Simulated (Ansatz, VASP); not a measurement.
# WSe4: VASP beside Ansatz

```
CELL_PARAMETERS angstrom
4.90746 0.00000 0.00000
0.00000 4.90746 0.00000
0.00000 0.00000 4.90746
ATOMIC_POSITIONS crystal
W 0.50000 0.50000 0.50000
Se 0.00000 0.00000 0.00000
Se 0.00000 0.50000 0.50000
Se 0.50000 0.00000 0.50000
Se 0.50000 0.50000 0.00000
```

Alike in both runs: functional PBE; k mesh 8 × 8 × 8; occupations gaussian, width 0.1 eV; no spin polarisation.

Ansatz relaxed the structure, and its values are those at the end. VASP's run is a single point on that final structure, the one shown.

```csv
,VASP,Ansatz
version,VASP 6.6.1,Ansatz 0.2.0
potentials or method,"VASP PAW PBE potentials, release 64 (W_sv, Se)","scalar-relativistic, plane waves, PAW"
plane-wave cutoff (eV),520,420
valence electrons in the cell,38,78
```

|  | VASP | Ansatz | Ansatz less VASP |
| --- | --- | --- | --- |
| gap on the k mesh at the Fermi level (eV) | none | none | - |
| pressure (GPa) | 0.1 | 0.0 | -0.13 |

A gap of «none» marks a metal or a gap that the smearing closes. The functional is the same, so the differences come from potentials, cutoffs and numerics. The two sets of potentials don't hold the same shells in valence.

The runs have no spin-orbit coupling, so splittings on W are missing.
